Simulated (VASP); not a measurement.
# Ge in VASP: single point with PBE

Aim: the single point of Ge with PBE.

All numbers are computed with VASP 6.6.1; they aren't measurements. Logs are shortened: lines on timing, memory, paths and dates and some standing lists are left out, and cuts for length are marked.

**1. The structure**

The cell holds a slab with vacuum, 10 atoms: a = 4.074 Å, b = 4.074 Å, c = 26.963 Å, α = 90.00°, β = 90.00°, γ = 90.00°.

The cell was built by a generator and needn't be a form met in nature.

**2. Single point, PBE**

INCAR

```
  ALGO = Fast
  DIPOL = 0.5 0.5 0.500
  EDIFF = 1E-6
  ENCUT = 520
  GGA = PE
  IDIPOL = 3
  ISIF = 2
  ISMEAR = 0
  LASPH = T
  LCHARG = F
  LDIPOL = T
  LREAL = F
  LWAVE = F
  NBANDS = 81
  NELM = 100
  PREC = Accurate
  SIGMA = 0.03
```

KPOINTS

```
k-points
0
Gamma
  6 6 1
```

POSCAR

```
Ge
1.0
    4.0740339109      0.0000000000      0.0000000000
    0.0000000000      4.0740339109      0.0000000000
    0.0000000000      0.0000000000     26.9634965788
Ge
10
Direct
    0.0000000000      0.0000000000      0.2566809153
    0.0000000000      0.5000000000      0.3123021133
    0.5000000000      0.5000000000      0.3657985289
    0.5000000000      1.0000000000      0.4195478045
    0.0000000000      0.0000000000      0.4728906954
    0.0000000000      0.5000000000      0.5271093013
    0.5000000000      0.5000000000      0.5804521957
    0.5000000000      0.0000000000      0.6342014726
    0.0000000000      0.0000000000      0.6876978931
    1.0000000000      0.5000000000      0.7433190800
```

Potentials or basis: VASP PAW PBE potentials, release 64 (Ge_d).

The run is started by

```sh
$ cat potpaw_PBE.64/Ge_d/POTCAR > POTCAR
$ mpirun -np 1 vasp_std > vasp.out
```

OUTCAR:

```text
EDIFF = 1E-6
   ENCUT = 520
   GGA = PE
   ISIF = 2
   ISMEAR = 0
   LASPH = T
   LREAL = F
   NELM = 100
   PREC = Accurate

 ion  position               nearest neighbor table
   1  0.000  0.000  0.257-   2 2.53   2 2.53
   2  0.000  0.500  0.312-   3 2.50   3 2.50   1 2.53   1 2.53
   3  0.500  0.500  0.366-   2 2.50   2 2.50   4 2.50   4 2.50
   4  0.500  0.000  0.420-   5 2.49   5 2.49   3 2.50   3 2.50
   5  0.000  0.000  0.473-   4 2.49   4 2.49   6 2.51   6 2.51
   6  0.000  0.500  0.527-   7 2.49   7 2.49   5 2.51   5 2.51
   7  0.500  0.500  0.580-   6 2.49   6 2.49   8 2.50   8 2.50
   8  0.500  0.000  0.634-   9 2.50   9 2.50   7 2.50   7 2.50
   9  0.000  0.000  0.688-   8 2.50   8 2.50  10 2.53  10 2.53
  10  0.000  0.500  0.743-   9 2.53   9 2.53

  LATTYP: Found a simple tetragonal cell.
 ALAT       =     4.0740339109
 C/A-ratio  =     6.6183780421

  Lattice vectors:

 A1 = (   4.0740339109,   0.0000000000,   0.0000000000)
 A2 = (   0.0000000000,   4.0740339109,   0.0000000000)
 A3 = (   0.0000000000,   0.0000000000,  26.9634965788)

Analysis of symmetry for initial positions (statically):
=====================================================================
 Subroutine PRICEL returns:
 Original cell was already a primitive cell.

 Routine SETGRP: Setting up the symmetry group for a
 simple tetragonal supercell.

 Subroutine GETGRP returns: Found  8 space group operations
 (whereof  4 operations were pure point group operations)
 out of a pool of 16 trial point group operations.

The static configuration has the point symmetry C_2v.
 The point group associated with its full space group is D_2h.

Analysis of symmetry for dynamics (positions and initial velocities):
=====================================================================
 Subroutine PRICEL returns:
 Original cell was already a primitive cell.

 Routine SETGRP: Setting up the symmetry group for a
 simple tetragonal supercell.

 Subroutine GETGRP returns: Found  8 space group operations
 (whereof  4 operations were pure point group operations)
 out of a pool of 16 trial point group operations.

The dynamic configuration has the point symmetry C_2v.
 The point group associated with its full space group is D_2h.

 Subroutine INISYM returns: Found  8 space group operations
 (whereof  4 operations are pure point group operations),
 and found     1 'primitive' translations

----------------------------------------------------------------------------------------

                                     Primitive cell

  volume of cell :     447.5334

  direct lattice vectors                    reciprocal lattice vectors
     4.074033911  0.000000000  0.000000000     0.245456965  0.000000000  0.000000000
     0.000000000  4.074033911  0.000000000     0.000000000  0.245456965  0.000000000
     0.000000000  0.000000000 26.963496579     0.000000000  0.000000000  0.037087178

  length of vectors
     4.074033911  4.074033911 26.963496579     0.245456965  0.245456965  0.037087178

  position of ions in fractional coordinates (direct lattice)
     0.000000000  0.000000000  0.256680915
     0.000000000  0.500000000  0.312302113
     0.500000000  0.500000000  0.365798529
     0.500000000  0.000000000  0.419547804
     0.000000000  0.000000000  0.472890695
     0.000000000  0.500000000  0.527109301
     0.500000000  0.500000000  0.580452196
     0.500000000  0.000000000  0.634201473
     0.000000000  0.000000000  0.687697893
     0.000000000  0.500000000  0.743319080

  ion indices of the primitive-cell ions
   primitive index   ion index
                 1           1
                 2           2
                 3           3
                 4           4
                 5           5
                 6           6
                 7           7
                 8           8
                 9           9
                10          10

----------------------------------------------------------------------------------------

 KPOINTS: k-points

Automatic generation of k-mesh.
 Grid dimensions read from file:
 generate k-points for:    6    6    1

 Generating k-lattice:

  Cartesian coordinates                     Fractional coordinates (reciprocal lattice)
     0.040909494  0.000000000  0.000000000     0.166666667  0.000000000  0.000000000
     0.000000000  0.040909494  0.000000000     0.000000000  0.166666667  0.000000000
     0.000000000  0.000000000  0.037087178     0.000000000  0.000000000  1.000000000

  Length of vectors
     0.040909494  0.040909494  0.037087178

  Shift w.r.t. Gamma in fractional coordinates (k-lattice)
     0.000000000  0.000000000  0.000000000

 Subroutine IBZKPT returns following result:
 ===========================================

 Found     16 irreducible k-points:

 Following reciprocal coordinates:
            Coordinates               Weight
  0.000000  0.000000  0.000000      1.000000
  0.166667  0.000000  0.000000      2.000000
  0.000000  0.166667  0.000000      2.000000
  0.333333  0.000000  0.000000      2.000000
  0.000000  0.333333  0.000000      2.000000
  0.500000  0.000000  0.000000      1.000000
[... 8 lines left out ...]
 -0.333333  0.500000  0.000000      2.000000
  0.500000  0.500000  0.000000      1.000000
   k-points           NKPTS =     16   k-points in BZ     NKDIM =     16   number of bands    NBANDS=     81
   number of dos      NEDOS =    301   number of ions     NIONS =     10
   total plane-waves  NPLWV = 189000
   dimension x,y,z NGX =    30 NGY =   30 NGZ =  210
   dimension x,y,z NGXF=    60 NGYF=   60 NGZF=  420
   ions per type =              10
   NGX,Y,Z   is equivalent  to a cutoff of  12.24, 12.24, 12.95 a.u.
   NGXF,Y,Z  is equivalent  to a cutoff of  24.48, 24.48, 25.90 a.u.
 SYSTEM =  unknown system
   PREC   = accura    normal or accurate (medium, high low for compatibility)
   ISTART =      0    job   : 0-new  1-cont  2-samecut
   ICHARG =      2    charge: 1-file 2-atom 10-const
   ISPIN  =      1    spin polarized calculation?
   LNONCOLLINEAR =      F non collinear calculations
   LSORBIT =      F    spin-orbit coupling
   LASPH  =      T    aspherical Exc in radial PAW
   ENCUT  =  520.0 eV  38.22 Ry    6.18 a.u.   7.58  7.58 50.13*2*pi/ulx,y,z
   NELM   =    100;   NELMIN=  2; NELMDL= -5     # of ELM steps
   EDIFF  = 0.1E-05   stopping-criterion for ELM
   LREAL  =      F    real-space projection
   EDIFFG = 0.1E-04   stopping-criterion for IOM
   NSW    =      0    number of steps for IOM
   IBRION =     -1    ionic relax: 0-MD 1-quasi-New 2-CG
   NFREE  =      0    steps in history (QN), initial steepest desc. (CG)
   ISIF   =      2    stress and relaxation
   ISYM   =      2    0-nonsym 1-usesym 2-fastsym
   POTIM  = 0.5000    time-step for ionic-motion
   TEBEG  =    0.0;   TEEND  =   0.0 temperature during run
   PSTRESS=    0.0 pullay stress
   NELECT =     140.0000    total number of electrons
   NUPDOWN=      -1.0000    fix difference up-down
   EMIN   =  10.00;   EMAX   =-10.00  energy-range for DOS
   EFERMI =   0.00;   METHOD = LEGACY
   ISMEAR =     0;   SIGMA  =   0.03  broadening in eV -4-tet -1-fermi 0-gaus
   EFERMI_NEDOS =   21; number of points for ismear=-14 and -15
   IALGO  =     68    algorithm
   IMIX   =      4    mixing-type and parameters
     AMIX     =   0.40;   BMIX     =  1.00
     AMIX_MAG =   1.60;   BMIX_MAG =  1.00
  volume/ion in A,a.u.               =      44.75       302.01
  Fermi-wavevector in a.u.,A,eV,Ry     =   1.111328  2.100106 16.803881  1.235050
  Thomas-Fermi vector in A             =   2.247890
   LORBIT       =      0    0 simple, 1 ext, 2 COOP (PROOUT), +10 PAW based schemes
   GGA     = PE    functional components
   LHFCALC =     F    Hartree Fock is set to
   AEXX    =    0.0000 exact exchange contribution
   IVDW    =     0    specifies the selected vdW correction
   LEPSILON=     F    determine dielectric tensor
   LRPA    =     F    only Hartree local field effects (RPA)
 non-spin polarized calculation
 RMM-DIIS sequential band-by-band and
 Gauss-broadening in eV      SIGMA  =   0.03
  energy-cutoff  :      520.00
  volume of cell :      447.53
 maximum number of plane-waves:     12121
   NGX = 15   NGY = 15   NGZ =101

 dipolmoment           0.000000      0.000000      0.000000 electrons x Angstroem

 number of electron     139.9999855 magnetization

 dipolmoment           0.000000      0.000000     -0.000000 electrons x Angstroem

 Free energy of the ion-electron system (eV)
  ---------------------------------------------------
  ext. energy  EPLUGINS =         0.00000000
  ---------------------------------------------------
  free energy    TOTEN  =       -42.22814748 eV

  energy without entropy =      -42.22789605  energy(sigma->0) =      -42.22802177

 E-fermi :  -0.1279     XC(G=0):  -5.8462

 val. band max:       -0.1647572730   @ k =   0.5000   0.0000   0.0000
 cond. band min:      -0.0789644342   @ k =   0.3333   0.3333   0.0000
 fundamental gap:      0.0857928388
 Fermi energy:        -0.1278747022

 k-point     1 :       0.0000    0.0000    0.0000
  band No.  band energies     occupation
      1     -24.6131      2.00000
      2     -24.5984      2.00000
      3     -24.5814      2.00000
      4     -24.5776      2.00000
      5     -24.5667      2.00000
      6     -24.5663      2.00000
[... 73 lines left out ...]
     80       2.5929      0.00000
     81       3.0994      0.00000

 k-point     2 :       0.1667    0.0000    0.0000
  band No.  band energies     occupation
      1     -24.6142      2.00000
      2     -24.6076      2.00000
      3     -24.5851      2.00000
      4     -24.5736      2.00000
      5     -24.5688      2.00000
      6     -24.5675      2.00000
[... 1168 lines left out ...]
 k-point    16 :       0.5000    0.5000    0.0000
  band No.  band energies     occupation
      1     -24.6178      2.00000
      2     -24.6178      2.00000
      3     -24.5985      2.00000
      4     -24.5985      2.00000
      5     -24.5514      2.00000
      6     -24.5514      2.00000
[... 73 lines left out ...]
     80       3.1892      0.00000
     81       4.9492      0.00000

------------------------ aborting loop because EDIFF is reached ----------------------------------------

 vacuum level on the upper side and lower side of the slab       (xc-potential included)        -0.115        -0.115

  FORCE on cell =-STRESS in cart. coord.  units (eV):
  Direction    XX          YY          ZZ          XY          YZ          ZX
  --------------------------------------------------------------------------------------
  -------------------------------------------------------------------------------------
  Total       -1.9321080     -1.3633060     -0.0463374      0.0000000      0.0000000      0.0000000
  in kB       -6.9169795     -4.8806586     -0.1658885      0.0000000      0.0000000      0.0000000
  external PRESSURE =      -3.9878422 kB  Pullay stress =       0.0000000 kB

 VOLUME and BASIS-vectors are now :
 -----------------------------------------------------------------------------
  energy-cutoff  :      520.00
  volume of cell :      447.53
      direct lattice vectors                 reciprocal lattice vectors
     4.074033911  0.000000000  0.000000000     0.245456965  0.000000000  0.000000000
     0.000000000  4.074033911  0.000000000     0.000000000  0.245456965  0.000000000
     0.000000000  0.000000000 26.963496579     0.000000000  0.000000000  0.037087178

 POSITION                                       TOTAL-FORCE (eV/Angst)
 -----------------------------------------------------------------------------------
      0.00000      0.00000      6.92101         0.000000      0.000000     -0.005312
      0.00000      2.03702      8.42076         0.000000      0.000000      0.002728
      2.03702      2.03702      9.86321         0.000000      0.000000      0.002945
      2.03702      0.00000     11.31248         0.000000      0.000000     -0.002347
      0.00000      0.00000     12.75079         0.000000      0.000000     -0.000407
      0.00000      2.03702     14.21271         0.000000      0.000000      0.000407
      2.03702      2.03702     15.65102         0.000000      0.000000      0.002347
      2.03702      0.00000     17.10029         0.000000      0.000000     -0.002945
      0.00000      0.00000     18.54274         0.000000      0.000000     -0.002728
      0.00000      2.03702     20.04248         0.000000      0.000000      0.005312
 -----------------------------------------------------------------------------------
    total drift:                                0.000000      0.000000     -0.000015

  FREE ENERGIE OF THE ION-ELECTRON SYSTEM (eV)
  ---------------------------------------------------
  free  energy   TOTEN  =       -42.2281474815 eV

  energy  without entropy=      -42.2278960516  energy(sigma->0) =      -42.22802177

 vacuum level on the upper side and lower side of the slab         4.779         4.779
```

It took 9.1 min on 1 thread of AMD EPYC 9R45 (Zen 5), shared host; peak memory 0.65 GiB.

What came out:

```yaml
Free_energy: -42.2281 eV
Largest_force: 0.005 eV/Å
Band_gap_on_the_k_mesh: none (metal or under the smearing width)
```

Forces in eV/Å, atoms in the order of the input:
```
Ge   0.000  0.000 -0.005
Ge   0.000  0.000  0.003
Ge   0.000  0.000  0.003
Ge   0.000  0.000 -0.002
Ge   0.000  0.000  0.000
Ge   0.000  0.000  0.000
Ge   0.000  0.000  0.002
Ge   0.000  0.000 -0.003
Ge   0.000  0.000 -0.003
Ge   0.000  0.000  0.005
```

Levels at points of the mesh, in eV from the Fermi level:
```csv
k point,band 67,band 68,band 69,band 70,band 71,band 72,band 73,band 74
"(0.00, 0.00, 0.00)",-0.40,-0.29,0.18,0.48,1.19,1.19,1.45,1.74
"(0.50, 0.00, 0.00)",-0.80,-0.73,-0.47,-0.46,-0.06,-0.04,1.53,1.61
"(0.00, 0.50, 0.00)",-0.83,-0.83,-0.73,-0.73,1.09,1.09,1.96,1.96
"(0.50, 0.50, 0.00)",-2.50,-2.50,-0.78,-0.78,-0.37,-0.37,1.83,1.83
```
